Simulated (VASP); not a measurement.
A run of VASP 6.6.1:

File INCAR:

```
PREC = Accurate ; ENCUT = 600
EDIFF = 1E-6 ; ISMEAR = 0
SIGMA = 0.03 ; LREAL = F
LASPH = T ; NELM = 80
ALGO = Normal ; ISIF = 3
LWAVE = F ; LCHARG = F
GGA = PS ; IBRION = 2
NSW = 90 ; EDIFFG = -0.01
KPAR = 2
```

File KPOINTS:

```
Automatic mesh
0
Gamma
  9 9 2
```

File POSCAR:

```
MoSe2
1.0
    3.2880000000      0.0000000000      0.0000000000
   -1.6440000000      2.8474915276      0.0000000000
    0.0000000000      0.0000000000     12.9000000000
Mo Se
2 4
Direct
    0.3333333333      0.6666666667      0.2500000000
    0.6666666667      0.3333333333      0.7500000000
    0.3333333333      0.6666666667      0.6250000000
    0.6666666667      0.3333333333      0.1250000000
    0.3333333333      0.6666666667      0.8750000000
    0.6666666667      0.3333333333      0.3750000000
```

Potentials or basis: VASP PAW PBE potentials, release 64 (Mo_sv, Se).

Run with:

```bash
$ cat potpaw_PBE.64/Mo_sv/POTCAR potpaw_PBE.64/Se/POTCAR > POTCAR
$ mpirun -np 2 vasp_std > vasp.out
```

Hardware: 2 MPI ranks on Intel(R) Xeon(R) 6975P-C (Granite Rapids), with other jobs on the host.

Task: How long does it take, and how much memory?

Result: Wall time 2.3 min on 2 MPI ranks on Intel(R) Xeon(R) 6975P-C (Granite Rapids), with other jobs on the host, peak memory 0.33 GiB a rank. Counts: scf iterations 48, k points 24, ion steps 5.
